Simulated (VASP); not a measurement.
# Se (Im-3m) in VASP: notebook, part 2 of 2

VASP 6.6.1.

## Step 3: Relaxation of cell and atoms, r2SCAN, target pressure 148 GPa, at which the enthalpy is minimised

This run uses another cell than the first one, of 11.48 Å³/atom, 0.996 times its volume.

POSCAR reads:

```
Se
1.0
   -1.4212923215      1.4212923215      1.4212923215
    1.4212923215     -1.4212923215      1.4212923215
    1.4212923215      1.4212923215     -1.4212923215
Se
1
Direct
    0.0000000000      0.0000000000      0.0000000000
```

INCAR.step1 reads:

```
SYSTEM = Se
PREC     = Accurate       ! precision mode
ENCUT    = 600            ! plane-wave cutoff, eV
ISMEAR   = -1             ! smearing method
SIGMA    = 0.1            ! smearing width, eV
LREAL    = .False.        ! projectors in reciprocal space
LASPH    = .True.         ! aspherical terms in the spheres
NELM     = 100            ! most SCF steps
GGA      = PE             ! functional
ALGO     = Normal         ! electronic algorithm
EDIFF    = 1E-4           ! SCF threshold, eV
LWAVE    = .True.         ! write WAVECAR
LCHARG   = .False.        ! write CHGCAR
```

INCAR.step2 reads:

```
SYSTEM = Se
PREC     = Accurate       ! precision mode
ENCUT    = 600            ! plane-wave cutoff, eV
EDIFF    = 1E-6           ! SCF threshold, eV
ISMEAR   = -1             ! smearing method
SIGMA    = 0.1            ! smearing width, eV
LREAL    = .False.        ! projectors in reciprocal space
LASPH    = .True.         ! aspherical terms in the spheres
NELM     = 100            ! most SCF steps
ALGO     = Normal         ! electronic algorithm
ISIF     = 3              ! what is computed and relaxed
LWAVE    = .False.        ! write WAVECAR
LCHARG   = .False.        ! write CHGCAR
METAGGA  = R2SCAN         ! meta-GGA
LMIXTAU  = .True.       
IBRION   = 2              ! ionic algorithm
NSW      = 80             ! ionic steps
EDIFFG   = -0.002         ! ionic threshold
PSTRESS  = 1480.0       
ISTART   = 1
```

KPOINTS reads:

```
Automatic mesh
0
Gamma
  20 20 20
  0 0 0
```

Potentials or basis: VASP PAW PBE potentials, release 64 (Se).

Launch:

```
cat potpaw_PBE.64/Se/POTCAR > POTCAR
cp INCAR.step1 INCAR
mpirun -np 1 vasp_std > vasp.out
cp INCAR.step2 INCAR
mpirun -np 1 vasp_std > vasp.out
```

OUTCAR:

```text
SYSTEM = Se
   PREC = Accurate
   ENCUT = 600
   EDIFF = 1E-6
   ISMEAR = -1
   LREAL = .False.
   LASPH = .True.
   NELM = 100
   ISIF = 3
   METAGGA = R2SCAN
   IBRION = 2
   NSW = 80
   EDIFFG = -0.002
   PSTRESS = 1480.0
   ISTART = 1

 ion  position               nearest neighbor table
   1  0.000  0.000  0.000-

  LATTYP: Found a body centered cubic cell.
 ALAT       =     2.8425846430

  Lattice vectors:

 A1 = (  -1.4212923215,   1.4212923215,   1.4212923215)
 A2 = (   1.4212923215,  -1.4212923215,   1.4212923215)
 A3 = (   1.4212923215,   1.4212923215,  -1.4212923215)

Analysis of symmetry for initial positions (statically):
=====================================================================
 Subroutine PRICEL returns:
 Original cell was already a primitive cell.

[... 253 lines left out ...]
 E-fermi :  14.4690     XC(G=0): -14.1649

 val. band max:       14.4650596371   @ k =   0.3000   0.0500   0.0500
 cond. band min:      14.4823265173   @ k =   0.1500   0.1000   0.1000
 fundamental gap:      0.0172668801
 Fermi energy:        14.4689572166

 k-point     1 :       0.0000    0.0000    0.0000
  band No.  band energies     occupation
      1      -9.8945      2.00000
      2      21.8788      0.00000
      3      21.8788      0.00000
      4      21.8788      0.00000
      5      28.7938      0.00000
      6      28.7938      0.00000
      7      28.7938      0.00000
[... 221 lines left out ...]
 k-point    24 :       0.2500    0.1000   -0.0000
  band No.  band energies     occupation
      1      -6.1789      2.00000
      2       9.1055      2.00000
      3      14.5020      0.83642
      4      18.2138      0.00000
      5      24.6411      0.00000
      6      26.7271      0.00000
      7      31.1950      0.00000

 [... further k-points ...]

------------------------ aborting loop because EDIFF is reached ----------------------------------------

  FORCE on cell =-STRESS in cart. coord.  units (eV):
  Direction    XX          YY          ZZ          XY          YZ          ZX
  --------------------------------------------------------------------------------------
  -------------------------------------------------------------------------------------
  Total       10.6628241     10.6628241     10.6628241      0.0000000     -0.0000000     -0.0000000
  in kB     1479.7680003   1479.7680003   1479.7680003      0.0000000     -0.0000000     -0.0000000
  external PRESSURE =      -0.2319997 kB  Pullay stress =    1480.0000000 kB
[... 20 lines left out ...]
  energy  without entropy=      -11.1428204922  energy(sigma->0) =      -11.14959508

  enthalpy is  TOTEN    =        -0.4918738891 eV   P V=       10.6644957798

 reached required accuracy - stopping structural energy minimisation
```

OSZICAR.step1:

```text
N       E                     dE             d eps       ncg     rms          rms(c)
DAV:   1     0.128801297839E+02    0.12880E+02   -0.37060E+03  3640   0.890E+02
DAV:   2    -0.346626348412E+00   -0.13227E+02   -0.12479E+02  5047   0.918E+01
DAV:   3    -0.471967879742E+00   -0.12534E+00   -0.12496E+00  4193   0.980E+00
DAV:   4    -0.472032380594E+00   -0.64501E-04   -0.64498E-04  5677   0.218E-01
DAV:   5    -0.472032386961E+00   -0.63667E-08   -0.75442E-08  4291   0.146E-03    0.102E+01
DAV:   6    -0.459071812401E+00    0.12961E-01   -0.18231E-03  4620   0.380E-01    0.614E+00
DAV:   7    -0.452589742663E+00    0.64821E-02   -0.32431E-03  4277   0.549E-01    0.694E-02
DAV:   8    -0.452555905499E+00    0.33837E-04   -0.48166E-05  3290   0.532E-02
   1 F= -.45255591E+00 E0= -.44509232E+00  d E =-.149272E-01
```

Run time: 1.8 min. Hardware: 1 thread of Intel Xeon Platinum 8488C (Sapphire Rapids), shared host; peak memory 0.15 GiB.

Results:

* Free energy: -11.1564 eV
* Relaxed volume: 11.54 Å³/atom
* Relaxed cell: a = 2.466 Å, b = 2.466 Å, c = 2.466 Å, α = 109.47°, β = 109.47°, γ = 109.47°
* Space group after relaxing (to 0.05 Å): Im-3m (No. 229)
* Energy change on relaxing (the enthalpy is what falls): -56.4 meV/atom
* Ionic steps: 3
* Pressure after relaxing: 148.0 GPa
* Band gap on the k mesh: none (metal or under the smearing width)

The path:
```tsv
step	energy change (eV)	largest force (eV/Å)	pressure (GPa)	volume (Å³)
1	0.0000	0.0000	151.04	11.48
2	-0.3248	0.0000	133.45	11.85
3	-0.0564	0.0000	147.98	11.54
```

Final structure:
```xyz
1
Lattice="-1.4238 1.4238 1.4238 1.4238 -1.4238 1.4238 1.4238 1.4238 -1.4238" Properties=species:S:1:pos:R:3 pbc="T T T"
Se    0.0000    0.0000    0.0000
```

Caveat: the cell is relaxed towards a set pressure, so the enthalpy falls and the energy may rise; the PAW data sets were made with another functional, which shifts forces and pressure a little.
